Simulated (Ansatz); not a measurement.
## GaN: strain energy, fitted

GaN, P6_3mc, a = 3.183 Å, c = 5.184 Å. Ansatz: r2SCAN, PAW, 500 eV, Γ-centred 12×12×6 mesh on 4 atoms, Gaussian smearing 0.02 eV; no spin polarisation. Series: biaxial strain in the a-b plane, c and atoms relaxed; x is the strain in per cent. y is the free energy over the unstrained cell, V0 = 11.371 Å³/atom.

| x (%) | y (meV/atom) |
| --- | --- |
| -6.0 | 129.81 |
| -4.0 | 55.56 |
| -2.0 | 13.35 |
| 0.0 | 0.00 |
| 2.0 | ? |
| 4.0 | 46.68 |
| 6.0 | 99.95 |

Fit y = c2 x² + c3 x³ to the other rows, turn c2 into a modulus, and predict the missing energy.

Least squares on the rows shown. y = 3.1918 x² − 0.069143 x³. In eV per unit strain² c2 is 31.92; M is the biaxial modulus (E = M V0 ε²): 31.92 × 160.2 / (11.371) = 450 GPa. At x = 2.0 the fit asked for gives 12.21 meV/atom. The run gave 12.23 meV/atom, so the fit is 0.02 meV/atom too low, within the rms miss on the fitted rows (0.04 meV/atom).